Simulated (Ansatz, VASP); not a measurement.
**Two plane-wave programs on Ni**

```xyz
1
Lattice="2.2591 0.0000 0.0000 0.0000 2.2591 0.0000 0.0000 0.0000 23.8000" Properties=species:S:1:pos:R:3 pbc="T T T"
Ni    1.1296    1.1296    7.0000
```

Alike in both runs: functional PBE; k mesh 24 × 24 × 1; occupations gaussian, width 0.1 eV; collinear spin.

Ansatz relaxed the structure, and its values are those at the end. VASP's run is a single point on that final structure, the one shown.

|  | VASP | Ansatz |
| --- | --- | --- |
| version | VASP 6.6.1 | Ansatz 0.2.0 |
| potentials or method | VASP PAW PBE potentials, release 64 (Ni) | scalar-relativistic, plane waves, PAW |
| plane-wave cutoff (eV) | 520 | 420 |
| valence electrons in the cell | 10 | 18 |

Ansatz gave:

| Property | Result |
| --- | --- |
| gap on the k mesh at the Fermi level (eV) | none |
| net moment per atom (μB) | 0.86 |
| size of the moment on the site where the two differ most (μB) | 0.90 |

Problem. What did VASP give for the same quantities?

Solution. gap on the k mesh at the Fermi level (eV): none; net moment per atom (μB): 0.85; size of the moment on the site where the two differ most (μB): 0.88.

Site moments also hang on the region over which each program counts them. A gap of «none» marks a metal or a gap that the smearing closes. The two sets of potentials don't hold the same shells in valence.
